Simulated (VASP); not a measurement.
# EuS (Fm-3m) in VASP: a series of runs

The runs below take EuS through single point, with PBE+U.

All numbers are computed with VASP 6.6.1; they aren't measurements. Logs are shortened: lines on timing, memory, paths and dates and some standing lists are left out, and cuts for length are marked.

## 1. Starting point

The structure is cubic, space group Fm-3m (No. 225). Conventional cell: a = 5.986 Å, b = 5.986 Å, c = 5.986 Å, α = 90.00°, β = 90.00°, γ = 90.00°. Around Eu (site symmetry m-3m) lie 6 S at 2.99 Å. S (site symmetry m-3m) is surrounded by 6 Eu at 2.99 Å.

## 2. Single point, PBE+U, collinear spin, typed start

File INCAR:

```
SYSTEM = EuS
PREC = Accurate ; ENCUT = 520
EDIFF = 1E-7 ; ISMEAR = 0
SIGMA = 0.05 ; LREAL = .False.
LASPH = .True. ; NELM = 150
ALGO = Normal ; ISIF = 2
LWAVE = .False. ; LCHARG = .True.
ISPIN = 2 ; MAGMOM = 7.56 0
LORBIT = 11 ; LMAXMIX = 6
LDAU = .True. ; LDAUTYPE = 2
LDAUL = 3 -1 ; LDAUU = 6 0
LDAUJ = 0 0 ; LDAUPRINT = 1
GGA = PE ; LELF = .True.
LVHAR = .True. ; NBANDS = 22
```

File KPOINTS:

```
Automatic mesh
0
Gamma
  8 8 8
  0 0 0
```

File POSCAR:

```
EuS
1.0
    0.0000000000      2.9931229596      2.9931229596
    2.9931229596      0.0000000000      2.9931229596
    2.9931229596      2.9931229596      0.0000000000
Eu S
1 1
Direct
    0.0000000000      0.0000000000      0.0000000000
    0.5000000000      0.5000000000      0.5000000000
```

Potentials or basis: VASP PAW PBE potentials, release 64 (Eu, S).

The run is started by

```bash
$ cat potpaw_PBE.64/Eu/POTCAR potpaw_PBE.64/S/POTCAR > POTCAR
$ mpirun -np 1 vasp_std > vasp.out
```

OUTCAR:

```text
SYSTEM = EuS
   PREC = Accurate
   ENCUT = 520
   EDIFF = 1E-7
   ISMEAR = 0
   LREAL = .False.
   LASPH = .True.
   NELM = 150
   ISIF = 2
   ISPIN = 2
   LORBIT = 11
   GGA = PE

 ion  position               nearest neighbor table
   1  0.000  0.000  0.000-   2 2.99   2 2.99   2 2.99   2 2.99   2 2.99   2 2.99
   2  0.500  0.500  0.500-   1 2.99   1 2.99   1 2.99   1 2.99   1 2.99   1 2.99

  LATTYP: Found a face centered cubic cell.
 ALAT       =     5.9862459192

  Lattice vectors:

 A1 = (   0.0000000000,   2.9931229596,   2.9931229596)
 A2 = (   2.9931229596,   0.0000000000,   2.9931229596)
 A3 = (   2.9931229596,   2.9931229596,   0.0000000000)

Analysis of symmetry for initial positions (statically):
=====================================================================
 Subroutine PRICEL returns:
 Original cell was already a primitive cell.

 Routine SETGRP: Setting up the symmetry group for a
 face centered cubic supercell.

 Subroutine GETGRP returns: Found 48 space group operations
 (whereof 48 operations were pure point group operations)
 out of a pool of 48 trial point group operations.

The static configuration has the point symmetry O_h .

Analysis of symmetry for dynamics (positions and initial velocities):
=====================================================================
 Subroutine PRICEL returns:
 Original cell was already a primitive cell.

 Routine SETGRP: Setting up the symmetry group for a
 face centered cubic supercell.

 Subroutine GETGRP returns: Found 48 space group operations
 (whereof 48 operations were pure point group operations)
 out of a pool of 48 trial point group operations.

The dynamic configuration has the point symmetry O_h .

Analysis of structural, dynamic, and magnetic symmetry:
=====================================================================
 Subroutine PRICEL returns:
 Original cell was already a primitive cell.

 Routine SETGRP: Setting up the symmetry group for a
 face centered cubic supercell.

 Subroutine GETGRP returns: Found 48 space group operations
 (whereof 48 operations were pure point group operations)
 out of a pool of 48 trial point group operations.

The overall configuration has the point symmetry O_h .

 Subroutine INISYM returns: Found 48 space group operations
 (whereof 48 operations are pure point group operations),
 and found     1 'primitive' translations

----------------------------------------------------------------------------------------

                                     Primitive cell

  volume of cell :      53.6295

  direct lattice vectors                    reciprocal lattice vectors
     0.000000000  2.993122960  2.993122960    -0.167049602  0.167049602  0.167049602
     2.993122960  0.000000000  2.993122960     0.167049602 -0.167049602  0.167049602
     2.993122960  2.993122960  0.000000000     0.167049602  0.167049602 -0.167049602

  length of vectors
[... 116 lines left out ...]
   LRPA    =     F    only Hartree local field effects (RPA)
 spin polarized calculation
 Gauss-broadening in eV      SIGMA  =   0.05
  energy-cutoff  :      520.00
  volume of cell :       53.63
 maximum number of plane-waves:      1459
   NGX = 15   NGY = 15   NGZ = 15

atom =   1  type =  1  l = 3

 onsite density matrix

spin component  1

  0.9753  0.0000 -0.0009  0.0000 -0.0000 -0.0000  0.0000
  0.0000  0.9759  0.0000  0.0000  0.0000  0.0000  0.0000
 -0.0009  0.0000  0.9757 -0.0000 -0.0000  0.0000 -0.0000
  0.0000  0.0000 -0.0000  0.9746 -0.0000 -0.0000  0.0000
 -0.0000  0.0000 -0.0000 -0.0000  0.9757 -0.0000  0.0009
 -0.0000  0.0000  0.0000 -0.0000 -0.0000  0.9764 -0.0000
  0.0000  0.0000 -0.0000  0.0000  0.0009 -0.0000  0.9753

spin component  2

  0.0018 -0.0000  0.0008  0.0000 -0.0000 -0.0000 -0.0000
 -0.0000  0.0000  0.0000 -0.0000 -0.0000 -0.0000  0.0000
  0.0008  0.0000  0.0013 -0.0000 -0.0000  0.0000 -0.0000
  0.0000 -0.0000 -0.0000  0.0024  0.0000  0.0000 -0.0000
 -0.0000 -0.0000 -0.0000  0.0000  0.0013  0.0000 -0.0008
 -0.0000 -0.0000  0.0000  0.0000  0.0000  0.0007  0.0000
 -0.0000  0.0000 -0.0000 -0.0000 -0.0008  0.0000  0.0018

 occupancies and eigenvectors

  o =  0.0000  v =  0.0000  0.0000  0.0000  0.0000  0.0000  0.0000  0.0000 -0.0000 -1.0000  0.0000 -0.0000 -0.0000 -0.0000 -0.0000      0.0000  0.0000  0.0000  0.0000  0.0000  0.0000  0.0000  0.0000  0.0000  0.0000  0.0000  0.0000  0.0000  0.0000
  o =  0.0007  v =  0.0000  0.0000  0.0000  0.0000  0.0000  0.0000  0.0000  0.0002 -0.0000 -0.0003 -0.0000 -0.0003  1.0000 -0.0002      0.0000  0.0000  0.0000  0.0000  0.0000  0.0000  0.0000  0.0000  0.0000  0.0000  0.0000  0.0000  0.0000  0.0000
  o =  0.0007  v =  0.0000  0.0000  0.0000  0.0000  0.0000  0.0000  0.0000  0.0061  0.0000 -0.0079  0.0000 -0.7905 -0.0004 -0.6123      0.0000  0.0000  0.0000  0.0000  0.0000  0.0000  0.0000  0.0000  0.0000  0.0000  0.0000  0.0000  0.0000  0.0000
  o =  0.0007  v =  0.0000  0.0000  0.0000  0.0000  0.0000  0.0000  0.0000 -0.6123  0.0000  0.7905  0.0000 -0.0079  0.0004 -0.0061      0.0000  0.0000  0.0000  0.0000  0.0000  0.0000  0.0000  0.0000  0.0000  0.0000  0.0000  0.0000  0.0000  0.0000
  o =  0.0024  v =  0.0000  0.0000  0.0000  0.0000  0.0000  0.0000  0.0000  0.0006  0.0000  0.0005 -1.0000  0.0025 -0.0000 -0.0032      0.0000  0.0000  0.0000  0.0000  0.0000  0.0000  0.0000  0.0000  0.0000  0.0000  0.0000  0.0000  0.0000  0.0000
  o =  0.0024  v =  0.0000  0.0000  0.0000  0.0000  0.0000  0.0000  0.0000  0.0021  0.0000  0.0016 -0.0040 -0.6124 -0.0000  0.7906      0.0000  0.0000  0.0000  0.0000  0.0000  0.0000  0.0000  0.0000  0.0000  0.0000  0.0000  0.0000  0.0000  0.0000
  o =  0.0024  v =  0.0000  0.0000  0.0000  0.0000  0.0000  0.0000  0.0000  0.7906 -0.0000  0.6124  0.0008  0.0016  0.0000 -0.0021      0.0000  0.0000  0.0000  0.0000  0.0000  0.0000  0.0000  0.0000  0.0000  0.0000  0.0000  0.0000  0.0000  0.0000
  o =  0.9746  v = -0.0004  0.0000 -0.0003 -0.4706 -0.5403 -0.0000  0.6976  0.0000  0.0000  0.0000  0.0000  0.0000  0.0000  0.0000      0.0000  0.0000  0.0000  0.0000  0.0000  0.0000  0.0000  0.0000  0.0000  0.0000  0.0000  0.0000  0.0000  0.0000
  o =  0.9746  v =  0.7906  0.0000  0.6124 -0.0008 -0.0001 -0.0000  0.0002  0.0000  0.0000  0.0000  0.0000  0.0000  0.0000  0.0000      0.0000  0.0000  0.0000  0.0000  0.0000  0.0000  0.0000  0.0000  0.0000  0.0000  0.0000  0.0000  0.0000  0.0000
  o =  0.9746  v =  0.0004 -0.0000  0.0003  0.8823 -0.2882  0.0000  0.3721  0.0000  0.0000  0.0000  0.0000  0.0000  0.0000  0.0000      0.0000  0.0000  0.0000  0.0000  0.0000  0.0000  0.0000  0.0000  0.0000  0.0000  0.0000  0.0000  0.0000  0.0000
  o =  0.9759  v =  0.0000 -1.0000 -0.0000 -0.0000 -0.0000  0.0000  0.0000  0.0000  0.0000  0.0000  0.0000  0.0000  0.0000  0.0000      0.0000  0.0000  0.0000  0.0000  0.0000  0.0000  0.0000  0.0000  0.0000  0.0000  0.0000  0.0000  0.0000  0.0000
  o =  0.9764  v =  0.0000  0.0000  0.0000 -0.0000  0.6499  0.5694  0.5034  0.0000  0.0000  0.0000  0.0000  0.0000  0.0000  0.0000      0.0000  0.0000  0.0000  0.0000  0.0000  0.0000  0.0000  0.0000  0.0000  0.0000  0.0000  0.0000  0.0000  0.0000
  o =  0.9764  v = -0.0010 -0.0000  0.0013  0.0000  0.4501 -0.8221  0.3487  0.0000  0.0000  0.0000  0.0000  0.0000  0.0000  0.0000      0.0000  0.0000  0.0000  0.0000  0.0000  0.0000  0.0000  0.0000  0.0000  0.0000  0.0000  0.0000  0.0000  0.0000
  o =  0.9764  v = -0.6124 -0.0000  0.7906 -0.0000 -0.0007  0.0013 -0.0006  0.0000  0.0000  0.0000  0.0000  0.0000  0.0000  0.0000      0.0000  0.0000  0.0000  0.0000  0.0000  0.0000  0.0000  0.0000  0.0000  0.0000  0.0000  0.0000  0.0000  0.0000

 number of electron      23.0000007 magnetization       7.0000116

 Free energy of the ion-electron system (eV)
  ---------------------------------------------------
  ext. energy  EPLUGINS =         0.00000000
  ---------------------------------------------------
  free energy    TOTEN  =       -19.14381775 eV

  energy without entropy =      -19.14381775  energy(sigma->0) =      -19.14381775

 E-fermi :   3.3043     XC(G=0):  -9.4852

 val. band max:        3.1080754952   @ k =   0.0000   0.0000   0.0000
 cond. band min:       3.6059346606   @ k =   0.5000   0.5000   0.0000
 fundamental gap:      0.4978591654
 Fermi energy:         3.3043432409

 spin component 1

 k-point     1 :       0.0000    0.0000    0.0000
  band No.  band energies     occupation
      1     -36.5127      1.00000
      2     -15.3970      1.00000
      3     -15.3970      1.00000
      4     -15.3970      1.00000
      5      -9.2064      1.00000
      6       1.1826      1.00000
[... 1193 lines left out ...]
     21      13.1987      0.00000
     22      13.3504      0.00000

 [... further k-points ...]

------------------------ aborting loop because EDIFF is reached ----------------------------------------

  FORCE on cell =-STRESS in cart. coord.  units (eV):
  Direction    XX          YY          ZZ          XY          YZ          ZX
  --------------------------------------------------------------------------------------
  -------------------------------------------------------------------------------------
  Total        0.0784425      0.0784425      0.0784425      0.0000000      0.0000000     -0.0000000
  in kB        2.3434639      2.3434639      2.3434639      0.0000000      0.0000000     -0.0000000
  external PRESSURE =       2.3434639 kB  Pullay stress =       0.0000000 kB

 VOLUME and BASIS-vectors are now :
 -----------------------------------------------------------------------------
  energy-cutoff  :      520.00
  volume of cell :       53.63
      direct lattice vectors                 reciprocal lattice vectors
     0.000000000  2.993122960  2.993122960    -0.167049602  0.167049602  0.167049602
     2.993122960  0.000000000  2.993122960     0.167049602 -0.167049602  0.167049602
     2.993122960  2.993122960  0.000000000     0.167049602  0.167049602 -0.167049602

 POSITION                                       TOTAL-FORCE (eV/Angst)
 -----------------------------------------------------------------------------------
      0.00000      0.00000      0.00000         0.000000     -0.000000      0.000000
      2.99312      2.99312      2.99312         0.000000      0.000000      0.000000
 -----------------------------------------------------------------------------------
    total drift:                                0.000000     -0.000000     -0.000000

  FREE ENERGIE OF THE ION-ELECTRON SYSTEM (eV)
  ---------------------------------------------------
  free  energy   TOTEN  =       -19.1438177514 eV

  energy  without entropy=      -19.1438177513  energy(sigma->0) =      -19.14381775

 total charge

# of ion       s       p       d       f       tot
--------------------------------------------------
    1        2.029   5.789   0.237   6.830  14.885
    2        1.317   2.447   0.000   0.000   3.763
--------------------------------------------------
tot          3.345   8.235   0.237   6.830  18.648

 magnetization (x)

# of ion       s       p       d       f       tot
--------------------------------------------------
    1       -0.016  -0.119   0.044   6.813   6.722
    2       -0.006  -0.055   0.000   0.000  -0.061
--------------------------------------------------
tot         -0.022  -0.174   0.044   6.813   6.661
```

It took 98 s on 1 thread of Intel Xeon Platinum 8259CL at 2.50GHz (Skylake/Cascade Lake), shared host; peak memory 0.24 GiB.

Results:

```
Free energy                                           : -19.1438 eV
Pressure                                              : 0.2 GPa
Band gap on the k mesh                                : 0.50 eV, indirect (least direct gap 0.77 eV)
Net moment                                            : 7.00 μB per cell
Site moments                                          : Eu +6.72; S -0.06 μB
Valence electrons inside the program's atomic spheres : Eu 14.88; S 3.76
```

Eigenvalues of the final occupation matrices:
| site | spin | trace | eigenvalues |
| --- | --- | --- | --- |
| site 1 f | 1 | 6.83 | 0.97 0.97 0.97 0.98 0.98 0.98 0.98 |
| site 1 f | 2 | 0.01 | 0.00 0.00 0.00 0.00 0.00 0.00 0.00 |

Caveat: spin-orbit coupling is left out, which moves the levels of the heavy elements; a cell with one magnetic atom can't hold antiferromagnetic order, which such compounds often take.

## 3. Single point, PBE+U, collinear spin, typed start

This run uses another cell than the first one, of 26.42 Å³/atom, 0.985 times its volume.

File INCAR:

```
SYSTEM = EuS
PREC     = Accurate       ! precision mode
ENCUT    = 520            ! plane-wave cutoff, eV
EDIFF    = 1E-6           ! SCF threshold, eV
ISMEAR   = 0              ! smearing method
SIGMA    = 0.05           ! smearing width, eV
LREAL    = .False.        ! projectors in reciprocal space
LASPH    = .True.         ! aspherical terms in the spheres
NELM     = 150            ! most SCF steps
ALGO     = Fast           ! electronic algorithm
ISIF     = 2              ! what is computed and relaxed
LWAVE    = .False.        ! write WAVECAR
LCHARG   = .False.        ! write CHGCAR
ISPIN    = 2              ! spin polarisation
MAGMOM   = 7 0            ! initial moments
LORBIT   = 11             ! projections on sites
LMAXMIX  = 6              ! l up to which the mixer works
LDAU     = .True.         ! DFT+U
LDAUTYPE = 2            
LDAUL    = 3 -1           ! shell
LDAUU    = 6 0            ! U, eV
LDAUJ    = 0 0          
LDAUPRINT= 1            
GGA      = PE             ! functional
NBANDS   = 22             ! bands
```

File KPOINTS:

```
regular mesh
0
Gamma
  8 8 8
  0 0 0
```

File POSCAR:

```
EuS
1.0
    0.0000000000      2.9785000000      2.9785000000
    2.9785000000      0.0000000000      2.9785000000
    2.9785000000      2.9785000000      0.0000000000
Eu S
1 1
Direct
    0.0000000000      0.0000000000      0.0000000000
    0.5000000000      0.5000000000      0.5000000000
```

Potentials or basis: VASP PAW PBE potentials, release 64 (Eu, S).

The run is started by

```bash
$ cat potpaw_PBE.64/Eu/POTCAR potpaw_PBE.64/S/POTCAR > POTCAR
$ mpirun -np 1 vasp_std > vasp.out
```

Run time: 3.2 min. Hardware: 1 thread of Intel Xeon Platinum 8259CL at 2.50GHz (Skylake/Cascade Lake), shared host; peak memory 0.25 GiB.

It converged, with:

| Item | Value |
| --- | --- |
| Free energy | -19.1405 eV |
| Pressure | 0.9 GPa |
| Band gap on the k mesh | 0.42 eV, indirect (least direct gap 0.69 eV) |
| Net moment | 7.00 μB per cell |
| Site moments | Eu +6.72; S -0.06 μB |
| Valence electrons inside the program's atomic spheres | Eu 14.89; S 3.77 |

Levels at points of the mesh, in eV from the valence-band top:
Spin up:
| k point | band 11 | band 12 | band 13 | band 14 | band 15 | band 16 | band 17 | band 18 | band 19 | band 20 |
| --- | --- | --- | --- | --- | --- | --- | --- | --- | --- | --- |
| (0.00, 0.00, 0.00) | -0.57 | -0.57 | 0.00 | 0.00 | 0.00 | 2.04 | 2.35 | 2.35 | 2.35 | 3.23 |
| (0.50, 0.00, 0.00) | -0.68 | -0.60 | -0.60 | -0.58 | -0.57 | 4.10 | 4.53 | 5.01 | 5.01 | 7.83 |
| (0.50, 0.50, 0.00) | -0.62 | -0.62 | -0.59 | -0.27 | -0.27 | 0.42 | 4.40 | 4.46 | 5.85 | 6.09 |
Spin down:
```csv
k point,band 4,band 5,band 6,band 7,band 8,band 9,band 10,band 11,band 12,band 13
"(0.00, 0.00, 0.00)",-16.23,-12.40,-1.50,-1.50,-1.50,2.48,3.00,3.00,3.00,3.97
"(0.50, 0.00, 0.00)",-16.27,-11.37,-4.08,-2.67,-2.67,4.25,5.21,5.99,5.99,7.46
"(0.50, 0.50, 0.00)",-16.37,-12.07,-2.65,-1.86,-1.86,0.94,5.07,5.25,6.79,7.28
```

Eigenvalues of the final occupation matrices:
```tsv
site	spin	trace	eigenvalues
site 1 f	1	6.83	0.97 0.97 0.97 0.98 0.98 0.98 0.98
site 1 f	2	0.01	0.00 0.00 0.00 0.00 0.00 0.00 0.00
```

Caveat: spin-orbit coupling is left out, which moves the levels of the heavy elements; a cell with one magnetic atom can't hold antiferromagnetic order, which such compounds often take.
